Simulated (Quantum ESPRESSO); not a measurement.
WC (Qusongite): equation of state with PBE

Crystal: WC (Qusongite).

```
W C
1.0
     2.90650    0.00000    0.00000
    -1.45325    2.51710    0.00000
     0.00000    0.00000    2.83660
W C
1 1
Cartesian
  0.0000 0.0000 0.0000
  1.4533 0.8390 1.4183
```

```
Program             : Quantum ESPRESSO 7.5
Task                : equation of state
Functional          : PBE
Potentials or basis : SSSP 1.3 efficiency PBE
Cutoff              : 748 eV
Density cutoff      : 5987 eV
k mesh              : 10 × 10 × 9
Occupations         : fermi-dirac, width 0.05 eV
Spin                : no spin polarisation
```

- Equilibrium volume: 10.55 Å³/atom
- Bulk modulus at fixed shape and positions: 389 GPa
- Pressure derivative of the bulk modulus: 4.3

Energy against volume, from the lowest point:
| volume (Å³/atom) | energy (meV/atom) |
| --- | --- |
| 9.754 | 82.61 |
| 9.961 | 43.28 |
| 10.169 | 17.26 |
| 10.376 | 3.23 |
| 10.584 | 0.00 |
| 10.791 | 6.50 |
| 10.999 | 21.76 |

All runs of the series together: 99 s on 1 thread of Intel(R) Xeon(R) 6975P-C (Granite Rapids), with other jobs on the host.

Caveat: the cell was scaled at fixed shape and fractional positions, which overstates the stiffness of a crystal with free parameters, most of all of layers and chains. The run has no spin-orbit coupling, so splittings on W are missing.
